Whether a calculation on a metal may leave out relativity depends on the error in lattice length or binding energy that its purpose can bear. For tungsten the omission makes the lattice nearly 2 percent too long, which is more than the rough 1 percent by which a functional such as PBE usually misses a lattice length. For titanium the same omission costs less than a tenth of a percent. The table sets the two extremes side by side: no relativity at all, and the Dirac equation, which includes spin-orbit coupling.

Ansatz 0.2.0, all-electron LAPW, PBE; (1) non-relativistic, (2) with spin-orbit coupling; basis error 0.25 to 1 meV/atom, Gaussian or point nuclei, smearing 0.03 to 0.08 eV, k points times cell length 39 to 49 angstrom; no spin; same cells and meshes. Rows: elements in space group Im-3m, all. Compression is positive. Free atoms: spherical, unpolarised.

| crystal | space group | largest Z | volume (Å³/atom) | pressure, non-relativistic (1) (GPa) | pressure, with spin-orbit coupling (2) (GPa) | pressure, (2) less (1) (GPa) | energy less free atoms, non-relativistic (1) (eV/atom) | energy less free atoms, with spin-orbit coupling (2) (eV/atom) | energy less free atoms, (2) less (1) (eV/atom) |
| --- | --- | --- | --- | --- | --- | --- | --- | --- | --- |
| Ti | 229 | 22 | 17.68 | -2.15 | -2.40 | -0.26 | -6.62 | -6.60 | 0.01 |
| Rh | 229 | 45 | 14.47 | 8.28 | 0.21 | -8.06 | -6.50 | -6.96 | -0.47 |
| Sn | 229 | 50 | 27.57 | -0.25 | 0.05 | 0.30 | -3.85 | -3.77 | 0.08 |
| Ta | 229 | 73 | 18.31 | 6.99 | -0.06 | -7.05 | -9.95 | -9.89 | 0.06 |
| W | 229 | 74 | 16.30 | 14.44 | -2.19 | -16.64 | -11.38 | -11.65 | -0.27 |

Both levels use the same cell, so the pressure shows what relativity does to the crystal. A positive pressure means that the crystal pushes outward and would like a larger cell. Tungsten pushes outward with 14.4 GPa without relativity and pulls inward with 2.2 GPa when relativity is included. Relativity therefore makes this metal want to be smaller.

A pressure becomes a length through the bulk modulus, the pressure needed per relative change of volume. For small changes the relative change of length is a third of that of volume. With a rough recalled bulk modulus of 310 GPa for tungsten, the pressure step of 16.6 GPa gives 16.6/(3 × 310) = 0.018, or 1.8 percent of length. The estimate depends on the recalled bulk modulus and treats the stiffness as constant while the cell changes, but it is good enough for choosing a level.

Titanium hardly notices relativity, mainly because its nucleus is light. Close to a nucleus of charge Z an electron moves at about Zα times the speed of light, where α is about 1/137, and relativistic corrections grow as the square of this ratio. That square is about 0.03 for titanium and 0.29 for tungsten. Titanium pulls inward by a little over 2 GPa at both levels, so this tension has some origin other than relativity, and a better treatment of relativity will not remove it.

Nuclear charge is not the whole story, as rhodium shows. The square of its charge is only 0.38 times that of tantalum, yet relativity lowers its pressure by slightly more, 8.1 GPa against 7.0 GPa. Converted to length, the two errors are similar, at about 1 percent. Rhodium must have something that makes up for its lighter nucleus, and one clear difference is its nearly full d band.

Theory offers a reason why filling should matter. Electrons in s states reach the nucleus, so relativity binds them more tightly and draws them inward. This change usually goes with shorter bonds. The contracted inner shells also screen the nucleus better, so the d electrons, which hardly come near it, are bound less tightly. In the metal some electrons therefore pass from d states to s states.

What this transfer does to the bonds depends on which d states are emptied. In a nearly empty d band the occupied states are bonding, and losing some of them works against the contraction. In a nearly full band the uppermost occupied states are antibonding, and emptying them helps the contraction. The net shrinkage should thus grow with filling as well as with nuclear charge. The table agrees with this trend, but it shows neither the transfer nor its effect on the bonds, so the argument remains an expectation.

A short rule combines the two influences: the length error in percent, when relativity is left out, is about N(Zα)², where N is the number of valence electrons. For tungsten, N = 6 and Z = 74, so the rule gives 6 × (74/137)² = 1.75 percent, close to the 1.8 percent found from the pressure. Tungsten was one of the four d metals to which the constant in front of the rule was fitted, and that constant came out close to one. The (Zα)² factor comes from physics, whereas N is a convenient stand-in for filling, chosen after the data had been seen.

For these four metals the rule typically misses by 0.1 percentage points of length, against 0.3 for a fit that uses nuclear charge alone; the printed output below gives both fits. The recalled bulk moduli may bring in errors of about 0.1 points themselves, so the smaller miss is no measure of the rule's accuracy. The rule fails for tin, where it predicts a lattice 0.5 percent too long and the calculation gives one about 0.2 percent too short. Tin's d shell is full and lies far below the Fermi level, so the argument about d filling no longer applies. Perhaps its outer s pair, bound more tightly, takes less part in bonding, but this is a guess. The rule should be kept to metals with a partly filled d band, and even there it has been tried only on the four metals used to fit it.

Energies need a separate judgement. Relativity lowers the total energy of tungsten by 23,734 eV per atom, but nearly all of this belongs to inner electrons and is the same in the free atom. After subtraction, the binding energy changes by only 0.27 eV. That remainder still matters to anyone who wants 0.04 eV, about 4 kJ/mol: of the five metals only titanium stays below this mark.

A small energy step does not promise a small pressure step. In tantalum the binding energy changes by just 0.06 eV while the pressure falls by 7 GPa. The energy compares the solid with an atom whose outer electrons are shifted too, whereas the pressure concerns the solid alone. Since the atoms here are spherical and unpolarised, the energies give only a rough size for the relativistic step in binding, and they should not be used as real cohesive energies.

With the Dirac equation the pressures of rhodium, tin and tantalum lie within about 0.2 GPa of zero, so these cells suit that level well. This is a check of consistency more than a test against nature, because some cells may themselves have been relaxed with a similar calculation. Tungsten would still shrink by about 0.2 percent in length, which is small beside the usual error of the functional. Titanium would shrink by about 0.7 percent, which is closer to that error. For titanium, rhodium and tin, moreover, the body-centred cubic crystal is not the form met under ordinary conditions, so a calculation for a real part should start from the right structure.

The cost settles the choice. Spin-orbit coupling requires two components for each electron state, which doubles the size of the matrix; since the work of a full diagonalisation grows as the cube of that size, it rises about eightfold. A scalar-relativistic calculation, which keeps the s contraction and the d shift but drops spin-orbit coupling, needs no such doubling and costs about as much as one without relativity. Leaving relativity out altogether therefore saves almost nothing, even for titanium, where it would do little harm to the lattice. Many programs can also add spin-orbit coupling afterwards in a small set of scalar-relativistic states, which costs much less than the eightfold work.

For lattice lengths, the scalar-relativistic level is the sensible place to start. The steps in the table contain both kinds of relativistic effect together, so they do not tell how much spin-orbit coupling adds. For a heavy metal such as tungsten, one comparison with the full treatment at a fixed cell answers that question. If the pressure difference, divided by three times the bulk modulus, is well below the length error that the purpose allows, the cheaper level will do.

The analysis program printed:

```
Lattice length in percent:
  row  non-relativistic length error  N times Z alpha squared  change still wanted at level 2
   Ti                        0.07879                   0.1031                         -0.7273
   Rh                          1.033                   0.9705                         0.02692
   Sn                           -0.2                   0.5325                         0.03333
   Ta                          1.237                    1.419                        -0.01053
    W                          1.789                     1.75                         -0.2355
Energy steps in eV per atom:
  row  total energy of solid (2) less (1)  energy less free atoms (2) less (1)
   Ti                              -122.2                                 0.01
   Rh                               -2649                                -0.47
   Sn                               -4190                                 0.08
   Ta                              -22318                                 0.06
    W                              -23734                                -0.27
fit of a on 4 rows (dm > 0): coefficient of u 5.545 +/- 0.79; rms 0.29, worst Rh -0.435, leave-one-out rms 0.421
  rows outside the fit (model, value, miss): Sn 0.7382, -0.2, 0.938
fit of a on 4 rows (dm > 0): coefficient of uN 0.9783 +/- 0.045; rms 0.0954, worst Ta 0.151, leave-one-out rms 0.147
  rows outside the fit (model, value, miss): Sn 0.521, -0.2, 0.721
Pressure change of W over that of Ta, ratio: 2.36
Square of nuclear charge, W over Ta, ratio: 1.028
Pressure change of Rh over that of Ta, ratio: 1.143
Square of nuclear charge, Rh over Ta, ratio: 0.38
Rule without fitted constant, rms miss over the four d metals, percent of length: 0.09905
Part of the total-energy shift of W that survives in the binding energy, parts per million: 11.38
Rows whose energy step exceeds 0.04 eV per atom, count: 4
Work of dense diagonalisation when the matrix size doubles, ratio: 8
```
